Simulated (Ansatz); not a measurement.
Wanted: the native input for an Ansatz 0.2.0 run.

```
Task                : single point
Functional          : PBE
Potentials or basis : Ansatz PAW
Cutoff              : 420 eV (not typed: the program's choice for these potentials)
k mesh              : 10 × 10 × 10
Occupations         : gaussian, width 0.015 eV
Spin                : no spin polarisation
```

Crystal: BP.

```
CELL_PARAMETERS angstrom
0.00000 2.26900 2.26900
2.26900 0.00000 2.26900
2.26900 2.26900 0.00000
ATOMIC_POSITIONS crystal
P 0.75000 0.75000 0.75000
B 0.00000 0.00000 0.00000
```

These files were run (other wordings do the same):

input.yaml

```yaml
crystal:
  lattice:
    - [0.0, 2.269, 2.269]
    - [2.269, 0.0, 2.269]
    - [2.269, 2.269, 0.0]
  atoms:
    - { symbol: P, position: [0.75, 0.75, 0.75] }
    - { symbol: B, position: [0.0, 0.0, 0.0] }
hamiltonian:
  xc: pbe
  pseudopotentials: { kind: paw }
kpoints:
  mp_grid: { grid: [10, 10, 10] }
scf:
  occupations: { method: gaussian, width: 0.015 }
output:
  forces: true
  stress: true
  eigenvalues: true
```

Potentials or basis: Ansatz PAW.

Launch:

```sh
$ ansatz run input.yaml --threads 2 --pin off --max-ram 5632MiB --backend cpu --events-out ev --progress --plain --runs-dir out
```

Results of the run:

* Pressure: 1.1 GPa
* Band gap on the k mesh: 1.24 eV, indirect (least direct gap 3.40 eV)

It took 0.87 s on 2 threads of Intel(R) Xeon(R) Processor @ 2.70GHz (shared host), peak memory 0.3 GiB.
